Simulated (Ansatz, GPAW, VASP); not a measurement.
# One calculation of SrO, 4 ways

```
Sr O
1.0
     0.00000    2.56630    2.56630
     2.56630    0.00000    2.56630
     2.56630    2.56630    0.00000
Sr O
1 1
Direct
  0.50000 0.50000 0.50000
  0.00000 0.00000 0.00000
```

Alike in all runs: task single point; functional PBE; k mesh 9 × 9 × 9; occupations gaussian, width 0.05 eV; no spin polarisation; no spin-orbit coupling. Pressure is positive in compression and, in plane waves, holds the error of the finite cutoff, which Ansatz's Pulay term estimates and takes out.

```csv
program and potentials,plane-wave cutoff (eV),notes,pressure (GPa)
"Ansatz, Ansatz PAW",420,Pulay term of +0.37 GPa included,3.32
"VASP, PBE PAW files O, Sr_sv, 500 eV",500,-,3.86
"GPAW, GPAW PAW data sets (gpaw-data 1.2.1)",800,-,3.83
"Ansatz, all-electron LAPW, scalar-relativistic",-,-,3.33
```

The pressure spans 3.32 (Ansatz, Ansatz PAW) to 3.86 GPa (VASP, PBE PAW files O, Sr_sv, 500 eV), with all-electron results at 3.33.

Differences between rows come from potentials, basis sets and numerical settings, since the functional is the same but for its coding. Runs on potential files found faulty are left out.
